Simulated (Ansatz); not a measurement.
ZrS2: ³³S NMR of the central transition

Cell: a Materials Project structure (computed, not necessarily an observed phase), atoms as given.

```xyz
3
Lattice="3.6914 0.0000 0.0000 -1.8457 3.1968 0.0000 0.0000 0.0000 6.0411" Properties=species:S:1:pos:R:3 pbc="T T T"
Zr    0.0000    0.0000    0.0000
S     1.8457    1.0656    4.6038
S     0.0000    2.1312    1.4372
```

Sites (sets of like atoms) are named by element and the number of their first atom in this list.

Computed with Ansatz: DFT, PBE, plane waves and PAW, scalar-relativistic, 420 eV cutoff, Γ-centred 10×10×6 k-points, Fermi–Dirac smearing 0.01 eV.

³³S has I = 3/2 and Q = -69.40 mb (Pyykkö 2018); at 9.4 T its Larmor frequency is ν₀ = 30.8 MHz. Only the quadrupole interaction is simulated: positions count from each site's isotropic chemical shift, and J coupling is left out, as are shift anisotropy and dipolar coupling, which fast spinning averages.

**Question.** Simulate the second-order pattern (fast magic-angle spinning, Gaussian broadening 0.007 kHz) of site S (3 Zr at 2.57 Å).

**Answer.** The calculation gives C_Q = 0.449 MHz and η = 0.00, so ν_Q = 0.224 MHz and the centre of gravity lies at -5.32 ppm (-0.164 kHz).

(offset (kHz), height): (-0.4255, 0), (-0.4130, 1), (-0.4005, 4), (-0.3879, 4), (-0.3754, 4), (-0.3629, 4), (-0.3503, 4), (-0.3378, 4), (-0.3253, 5), (-0.3128, 5), (-0.3002, 5), (-0.2877, 5), (-0.2752, 5), (-0.2626, 19), (-0.2501, 75), (-0.2376, 44), (-0.2250, 36), (-0.2125, 32), (-0.2000, 30), (-0.1874, 29), (-0.1749, 28), (-0.1624, 28), (-0.1499, 29), (-0.1373, 30), (-0.1248, 31), (-0.1123, 33), (-0.0997, 37), (-0.0872, 43), (-0.0747, 57), (-0.0621, 100), (-0.0496, 8), (-0.0371, 0)

An axis of threefold or higher order runs through S, so V_zz lies along it and η is zero.

Without spin–orbit coupling (the program notes it for Zr) the gradients can shift somewhat, as the gap is small.
